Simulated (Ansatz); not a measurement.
# Li2S: how the settings move a single-point run

How sensitive is a single-point run of Li2S to its settings? A reference run comes first, then one run with altered input.

The COD entry's cell or inner coordinates are ideal or old and differ from later refinements, so a difference from it is no clean test against experiment.

Computed with Ansatz 0.2.0 (reference: DFT, PBEsol, all-electron LAPW, scalar-relativistic; levels and slopes on a fine mesh, independent-particle optical spectra, unless a step's input says otherwise).

**1. Starting point**

The structure is cubic, space group Fm-3m (No. 225). The conventional cell has a = 5.655 Å, b = 5.655 Å, c = 5.655 Å, α = 90.00°, β = 90.00°, γ = 90.00°. Li (site symmetry -43m) has 4 S at 2.45 Å in its first shell of neighbours. Around S (site symmetry m-3m) lie 8 Li at 2.45 Å.

Structure file:

```cif
data_structure
_symmetry_space_group_name_H-M 'Fm-3m'
_symmetry_Int_Tables_number 225
_cell_length_a 5.6546
_cell_length_b 5.6546
_cell_length_c 5.6546
_cell_angle_alpha 90.000
_cell_angle_beta 90.000
_cell_angle_gamma 90.000
_cell_volume 180.81
loop_
_atom_site_label
_atom_site_type_symbol
_atom_site_symmetry_multiplicity
_atom_site_Wyckoff_symbol
_atom_site_fract_x
_atom_site_fract_y
_atom_site_fract_z
_atom_site_occupancy
Li1 Li 8 c 0.25000 0.75000 0.75000 1
S1 S 4 a 0.00000 0.00000 0.00000 1
```

**2. The reference run**

input.yaml reads:

```yaml
crystal:
  lattice:
    - [0.0, 2.8273105275, 2.8273105275]
    - [2.8273105275, 0.0, 2.8273105275]
    - [2.8273105275, 2.8273105275, 0.0]
  atoms:
    - { symbol: Li, position: [0.25, 0.25, 0.25] }
    - { symbol: Li, position: [0.75, 0.75, 0.75] }
    - { symbol: S, position: [0.0, 0.0, 0.0] }
kpoints:
  mp_grid: { grid: [6, 6, 6] }
scf:
  occupations: { method: fixed }
hamiltonian:
  xc: pbesol
  pseudopotentials: { kind: all_electron, lapw: { basis_error: 0.001 } }
output:
  forces: true
  stress: true
  eigenvalues: true
  eigenstates:
    nscf_kmesh: { grid: [10, 10, 10] }
    de_dk: true
    e_range: [-9, 13.20372262278]
  optics:
    e_range: [0, 30]
    de: 0.2
    sigma: 0.2
    bands: { spectra_wanted_up_to: 30 }
    nscf_kmesh: { grid: [10, 10, 10] }
checkpoint:
  write: ck
  write_wavefunctions: false
```

Command:

```sh
$ ansatz run input.yaml --threads 2 --pin off --max-ram 6144MiB --backend cpu --events-out ev --progress --plain --runs-dir out
```

**3. Variant: dispersion d3bj**

Edit input.yaml of step 2 so:

```diff
@@ -16,2 +16,3 @@
   pseudopotentials: { kind: all_electron, lapw: { basis_error: 0.001 } }
+  dispersion: d3bj
 output:
```

What does the calculation give? Wanted: for each run, ending; energy change; pressure; gap; force.

**Answer**, as computed:

| run | ending | energy change | pressure (GPa) | gap (eV) | force (eV/Å) | cycles | time |
| --- | --- | --- | --- | --- | --- | --- | --- |
| reference | converged | 0 | 0.0 | 3.20 | 0.00 | - | 14 s |
| 1: dispersion d3bj | converged | -230.0 meV/atom (offset of the dispersion model) | -2.5 | 3.20 | 0.00 | 8 | 14 s |

Residual by cycle in the longest SCF loop of each run; runs are numbered as in the table. The quantity is the density residual dr2, in eV.

```
cycle  reference    run 1
    1      0.805    0.805
    2     0.0255   0.0255
    3     0.0127   0.0127
    4     4.2e-5   4.2e-5
    5     6.6e-7   6.6e-7
    6     9.0e-9   9.0e-9
    7    8.0e-11  8.0e-11
    8    2.2e-13  2.2e-13
```

Changing the dispersion term moves the energy by -230.0 meV/atom, and the pressure goes from 0.0 to -2.5 GPa. The dispersion term adds attraction between atoms and pulls the pressure down.

These are semilocal Kohn-Sham gaps, which aren't the measured quantity. Such gaps usually fall short of the measured ones.
